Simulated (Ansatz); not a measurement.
# CdSe (F-43m) in Ansatz: further runs, part 2 of 2

Ansatz 0.2.0. Earlier steps stand in the parts before.

### 3 Single point, PBEsol+D3(BJ)+ATM, 27.21 Å³/atom (volume scaled by 0.94)

input.yaml reads:

```yaml
crystal:
  lattice:
    - [0.0, 3.0075950161, 3.0075950161]
    - [3.0075950161, 0.0, 3.0075950161]
    - [3.0075950161, 3.0075950161, 0.0]
  atoms:
    - { symbol: Cd, position: [0.0, 0.0, 0.0] }
    - { symbol: Se, position: [0.25, 0.25, 0.25] }
kpoints:
  mp_grid: { grid: [8, 8, 8] }
scf:
  occupations: { method: gaussian, width: 0.1 }
hamiltonian:
  xc: pbesol
  dispersion: d3bjatm
  pseudopotentials: { kind: all_electron, lapw: { basis_error: 0.001 } }
output:
  forces: true
  stress: true
  eigenvalues: true
```

Potentials or basis: all-electron LAPW, scalar-relativistic.

On the command line:

```sh
ansatz run input.yaml --threads 1 --pin off --max-ram 2560MiB --backend cpu --events-out ev --progress --plain --runs-dir out
```

The program printed:

```text
Warning: RAYON_NUM_THREADS=1 ignored (pool sized by the plan → 1); use --threads N
LAPW: plane waves up to 8.583 Å⁻¹, error target 1.0e-3 eV per atom; small_component_spin mean_spin; Se in spheres of 1.252 Å, 24 of its electrons in bands, Dirac shells []; Cd in spheres of 1.352 Å, 20 of its electrons in bands, Dirac shells [] (how accurate: hamiltonian.pseudopotentials.lapw.basis_error, Limitations)
Engine: ansatz 0.2.0, x86_64-unknown-linux-gnu
Pseudopotentials: kind: all_electron
Pseudopotential: Cd, LAPW, valence charge 20, lapw/all_electron/scalar/gaussian/Cd, Koelling and Harmon's equation, gaussian nucleus
Pseudopotential: Se, LAPW, valence charge 24, lapw/all_electron/scalar/gaussian/Se, Koelling and Harmon's equation, gaussian nucleus
Functional definition: PBEsol
  exchange = pbesol_x
  correlation = pbesol_c
Crystal: 2 atoms, lattice volume = 54.411 Å³
Basis set: ecut = 280.6868201300236 eV, 561 PW (Γ), exchange–correlation at level 2
Bands: 27, of which v1, the nominal top of the filled ones, is band 22 counted from 1 (21 counted from 0)
Symmetry: 24 space group operations
Space group: F-43m (ITA 216), of the structure as read, at distance tolerance 3.8e-5 Å
k-points: 29 of 512 (time reversal used)
Non-local potential: Cd, projectors of the file, none
Non-local potential: Se, projectors of the file, none
Initial density: superposition of atomic densities (chi_scale 0.1, normalization cell, long waves kept (reshape's long-wave potential 0.00 eV rms))
Initial wavefunctions: plane waves of lowest kinetic energy (no species holds an atomic orbital)
Functional: x = pbesol(κ = 0.804, μ = 0.12345679012345678), c = pbesol(β = 0.046)
iter 1 solved again at ethr=2.01e-3 eV; its pass at ethr=1.00e-1 eV (dr2=8.83e-1 eV) is discarded
SCF iter   1: F=—  HF=-218247.938393 eV  |F-HF|=—  |Δ(HF+E_count)|=         —  Δρ=2.83e-2  dr2=8.84e-1  ethr=2.01e-3  ⟨swp⟩=2.0  Hψ=4970  notcnv=0
preconditioner: auto → none  [insulator: Δε(μ)=0.986 eV  Ē_g=12.556 eV  σ=0.100 eV  W_gap=1.00  n_scr=14 (ndim 8)  ℏωp=21.4 eV  f_vac=0.210  D(μ)=0.00/eV (n_scr^D=0)  ε∞_Penn≈3.9]
iter 2 solved again at ethr=4.19e-5 eV; its pass at ethr=2.01e-3 eV (dr2=1.84e-2 eV) is discarded
SCF iter   2: F=—  HF=-218247.617527 eV  |F-HF|=—  |Δ(HF+E_count)|=   3.21e-1  Δρ=7.19e-3  dr2=1.84e-2  ethr=4.19e-5  ⟨swp⟩=2.0  Hψ=3981  notcnv=0
SCF iter   3: F=—  HF=-218247.580898 eV  |F-HF|=—  |Δ(HF+E_count)|=   3.66e-2  Δρ=4.27e-3  dr2=9.89e-3  ethr=4.19e-5  ⟨swp⟩=3.0  Hψ=2348  notcnv=0
SCF iter   4: F=—  HF=-218247.579058 eV  |F-HF|=—  |Δ(HF+E_count)|=   1.84e-3  Δρ=1.38e-3  dr2=9.91e-4  ethr=2.25e-5  ⟨swp⟩=2.0  Hψ=2234  notcnv=0
SCF iter   5: F=—  HF=-218247.578949 eV  |F-HF|=—  |Δ(HF+E_count)|=   1.09e-4  Δρ=1.82e-4  dr2=1.14e-5  ethr=2.25e-6  ⟨swp⟩=2.0  Hψ=2234  notcnv=0
SCF iter   6: F=—  HF=-218247.578951 eV  |F-HF|=—  |Δ(HF+E_count)|=   1.86e-6  Δρ=3.80e-5  dr2=5.93e-7  ethr=2.60e-8  ⟨swp⟩=2.1  Hψ=2236  notcnv=0
SCF iter   7: F=-218247.578952 eV  HF=-218247.578952 eV  |F-HF|=3.73e-8  |Δ(HF+E_count)|=   9.40e-7  Δρ=6.60e-6  dr2=1.67e-8  ethr=1.35e-9  ⟨swp⟩=3.0  Hψ=2344  notcnv=0
SCF 1 converged in 7 iterations: F = -218247.578952 eV  dr2 = 1.67e-8
SCF converged after 7 iterations
Free energy (F): -218247.578952 eV
Harris-Foulkes:  -218247.578952 eV  (|F-HF|=3.73e-8)
Internal energy: -218247.578952 eV  (E = F + TS)
E sigma→0 (E₀):  -218247.578952 eV
Entropy (-TS):   -0.000000 eV (-0.000 meV/atom)
Fermi energy:    8.834817 eV
--- Per-component energies (eV) ---
  E_band       = -2077.366442
  E_kinetic    = 227032.976588
  E_xc         = -6488.961819
  E_electrostatic = -438791.020830  (all electrons and nuclei)
  E_disp       = -0.572890  (pairwise vdW)
  E_smearing   = -0.000000  (= −TS)
  E_closure    = 0.000000  (closes the sum)
  E_atoms      = -218240.837515  (free atoms, spherical and without spin; not in F)
  Σ components = -218247.578952   (vs F -218247.578952, Δ=0.00e0)
  Basis errors (estimates in eV, not in F): energy 4.4e-4 per atom: plane waves 4.0e-4 (2.4e-4 summed), levels above the bands 0.0e0, relativity 2.5e-8, radial functions 3.7e-5, core shells 1.1e-6; eigenvalues (radial functions only) 1.2e-6; not estimated: angular momenta, meshes, grids; target (lapw.basis_error) 1.0e-3; muffin-tin radii Se 1.252 Å, Cd 1.352 Å
--- Forces (eV/Å), atoms counted from 1 ---
  atom   1  Cd    -0.00000000     0.00000000     0.00000000
  atom   2  Se     0.00000000    -0.00000000     0.00000000
  max |Σ_I F_I| component: 4.63e-17 eV/Å
--- Stress (GPa, compression-positive) ---
        0.322626      -0.000000      -0.000000
       -0.000000       0.322626       0.000000
       -0.000000       0.000000       0.322626
  P = ⅓ Tr σ = 0.3226 GPa (3.226 kbar)
--- Band table (eV; the first three rows and the last of 29) ---
  k-point 0: bands = ["-198.1322", "-137.7967", "-137.7967", "-137.7967", "-93.0234", "-54.1244", "-54.1244", "-54.1244", "-38.2336", "-38.2336", "-38.2336", "-38.2296", "-38.2296", "-4.2653", "0.5212", "0.5212", "0.5212", "0.9398", "0.9398", "8.5527", "8.5527", "8.5527", "9.0979", "14.4177", "14.4177", "14.4177", "18.2856"]
  k-point 1: bands = ["-198.1322", "-137.7967", "-137.7967", "-137.7967", "-93.0234", "-54.1245", "-54.1244", "-54.1244", "-38.2336", "-38.2336", "-38.2336", "-38.2296", "-38.2296", "-4.2062", "0.5402", "0.5402", "0.5697", "0.9386", "0.9386", "7.2821", "8.4169", "8.4169", "10.1308", "14.1994", "14.6314", "14.6314", "18.8631"]
  k-point 2: bands = ["-198.1322", "-137.7967", "-137.7967", "-137.7967", "-93.0234", "-54.1246", "-54.1245", "-54.1245", "-38.2336", "-38.2335", "-38.2335", "-38.2296", "-38.2296", "-4.0614", "0.5819", "0.5819", "0.7406", "0.9417", "0.9417", "5.7600", "8.1186", "8.1186", "10.8113", "14.4519", "14.9589", "14.9589", "18.5296"]
  k-point 28: bands = ["-198.1322", "-137.7967", "-137.7967", "-137.7967", "-93.0234", "-54.1247", "-54.1247", "-54.1246", "-38.2337", "-38.2336", "-38.2335", "-38.2296", "-38.2296", "-3.7244", "0.7224", "0.7368", "0.9008", "0.9419", "1.4711", "4.3641", "6.1588", "6.1665", "13.6513", "13.6853", "14.9832", "16.0153", "19.2117"]
```

Run time: 17 s. Hardware: 1 thread of AMD EPYC 7R13 (Zen 3), shared host; peak memory 0.39 GiB.

What came out:

| Item | Value |
| --- | --- |
| Free energy | -218247.5790 eV |
| Pressure | 0.3 GPa |
| Band gap on the k mesh | 0.55 eV, direct |

### 4 Single point, PBEsol+D3(BJ)+ATM, 27.78 Å³/atom (volume scaled by 0.96)

Edit input.yaml of step 3 so:

```diff
@@ -2,5 +2,5 @@
   lattice:
-    - [0.0, 3.0075950161, 3.0075950161]
-    - [3.0075950161, 0.0, 3.0075950161]
-    - [3.0075950161, 3.0075950161, 0.0]
+    - [0.0, 3.0287759606, 3.0287759606]
+    - [3.0287759606, 0.0, 3.0287759606]
+    - [3.0287759606, 3.0287759606, 0.0]
   atoms:
```

On the command line:

```sh
ansatz run input.yaml --threads 1 --pin off --max-ram 2560MiB --backend cpu --events-out ev --progress --plain --runs-dir out
```

It took 15 s on 1 thread of AMD EPYC 7R13 (Zen 3), shared host; peak memory 0.39 GiB.

The run converged. Its results:

```yaml
Free_energy: -218247.5770 eV
Pressure: -0.8 GPa
Band_gap_on_the_k_mesh: 0.50 eV, direct
```

### 5 Single point, PBEsol+D3(BJ)+ATM, 28.36 Å³/atom (volume scaled by 0.98)

Edit input.yaml of step 4 so:

```diff
@@ -2,5 +2,5 @@
   lattice:
-    - [0.0, 3.0287759606, 3.0287759606]
-    - [3.0287759606, 0.0, 3.0287759606]
-    - [3.0287759606, 3.0287759606, 0.0]
+    - [0.0, 3.0496647307, 3.0496647307]
+    - [3.0496647307, 0.0, 3.0496647307]
+    - [3.0496647307, 3.0496647307, 0.0]
   atoms:
```

On the command line:

```sh
ansatz run input.yaml --threads 1 --pin off --max-ram 2560MiB --backend cpu --events-out ev --progress --plain --runs-dir out
```

Wall time 16 s (1 thread of AMD EPYC 7R13 (Zen 3), shared host); peak memory 0.39 GiB.

It converged, with:

```
Free energy            : -218247.5671 eV
Pressure               : -1.9 GPa
Band gap on the k mesh : 0.46 eV, direct
```

### 6 Single point, PBEsol+D3(BJ)+ATM, 28.94 Å³/atom

Edit input.yaml of step 5 so:

```diff
@@ -2,5 +2,5 @@
   lattice:
-    - [0.0, 3.0496647307, 3.0496647307]
-    - [3.0496647307, 0.0, 3.0496647307]
-    - [3.0496647307, 3.0496647307, 0.0]
+    - [0.0, 3.0702711986, 3.0702711986]
+    - [3.0702711986, 0.0, 3.0702711986]
+    - [3.0702711986, 3.0702711986, 0.0]
   atoms:
```

Potentials or basis: all-electron LAPW, scalar-relativistic.

On the command line:

```sh
ansatz run input.yaml --threads 1 --pin off --max-ram 2560MiB --backend cpu --events-out ev --progress --plain --runs-dir out
```

Wall time 14 s (1 thread of AMD EPYC 7R13 (Zen 3), shared host); peak memory 0.39 GiB.

Results (log left out):

```
Free energy            : -218247.5501 eV
Pressure               : -2.8 GPa
Band gap on the k mesh : 0.43 eV, direct
```

### 7 Single point, PBEsol+D3(BJ)+ATM, 29.52 Å³/atom (volume scaled by 1.02)

Edit input.yaml of step 6 so:

```diff
@@ -2,5 +2,5 @@
   lattice:
-    - [0.0, 3.0702711986, 3.0702711986]
-    - [3.0702711986, 0.0, 3.0702711986]
-    - [3.0702711986, 3.0702711986, 0.0]
+    - [0.0, 3.090604713, 3.090604713]
+    - [3.090604713, 0.0, 3.090604713]
+    - [3.090604713, 3.090604713, 0.0]
   atoms:
```

On the command line:

```sh
ansatz run input.yaml --threads 1 --pin off --max-ram 2560MiB --backend cpu --events-out ev --progress --plain --runs-dir out
```

Run time: 14 s. Hardware: 1 thread of AMD EPYC 7R13 (Zen 3), shared host; peak memory 0.38 GiB.

It converged, with:

```yaml
Free_energy: -218247.5270 eV
Pressure: -3.6 GPa
Band_gap_on_the_k_mesh: 0.39 eV, direct
```

### 8 Single point, PBEsol+D3(BJ)+ATM, 30.10 Å³/atom (volume scaled by 1.04)

Edit input.yaml of step 7 so:

```diff
@@ -2,5 +2,5 @@
   lattice:
-    - [0.0, 3.090604713, 3.090604713]
-    - [3.090604713, 0.0, 3.090604713]
-    - [3.090604713, 3.090604713, 0.0]
+    - [0.0, 3.1106741371, 3.1106741371]
+    - [3.1106741371, 0.0, 3.1106741371]
+    - [3.1106741371, 3.1106741371, 0.0]
   atoms:
```

On the command line:

```sh
ansatz run input.yaml --threads 1 --pin off --max-ram 2560MiB --backend cpu --events-out ev --progress --plain --runs-dir out
```

Run time: 11 s. Hardware: 1 thread of AMD EPYC 7R13 (Zen 3), shared host; peak memory 0.39 GiB.

It converged, with:

- Free energy: -218247.4983 eV
- Pressure: -4.3 GPa
- Band gap on the k mesh: 0.35 eV, direct

### 9 Single point, PBEsol+D3(BJ)+ATM, 30.68 Å³/atom (volume scaled by 1.06)

Edit input.yaml of step 8 so:

```diff
@@ -2,5 +2,5 @@
   lattice:
-    - [0.0, 3.1106741371, 3.1106741371]
-    - [3.1106741371, 0.0, 3.1106741371]
-    - [3.1106741371, 3.1106741371, 0.0]
+    - [0.0, 3.1304878824, 3.1304878824]
+    - [3.1304878824, 0.0, 3.1304878824]
+    - [3.1304878824, 3.1304878824, 0.0]
   atoms:
```

Potentials or basis: all-electron LAPW, scalar-relativistic.

On the command line:

```sh
ansatz run input.yaml --threads 1 --pin off --max-ram 2560MiB --backend cpu --events-out ev --progress --plain --runs-dir out
```

Run time: 10 s. Hardware: 1 thread of AMD EPYC 7R13 (Zen 3), shared host; peak memory 0.39 GiB.

The run converged. Its results:

```
Free energy            : -218247.4647 eV
Pressure               : -5.0 GPa
Band gap on the k mesh : 0.31 eV, direct
```

### 10 Equation of state, PBEsol+D3(BJ)+ATM

Potentials or basis: all-electron LAPW, scalar-relativistic.

This step only gathers the single runs of the series.

What came out:

* Equilibrium volume: 27.36 Å³/atom
* Bulk modulus: 57 GPa
* Pressure derivative of the bulk modulus: 4.7

Energy against volume, from the lowest point:
```tsv
volume (Å³/atom)	energy (meV/atom)
27.206	0.00
27.784	0.99
28.363	5.94
28.942	14.41
29.521	25.99
30.100	40.33
30.679	57.12
```
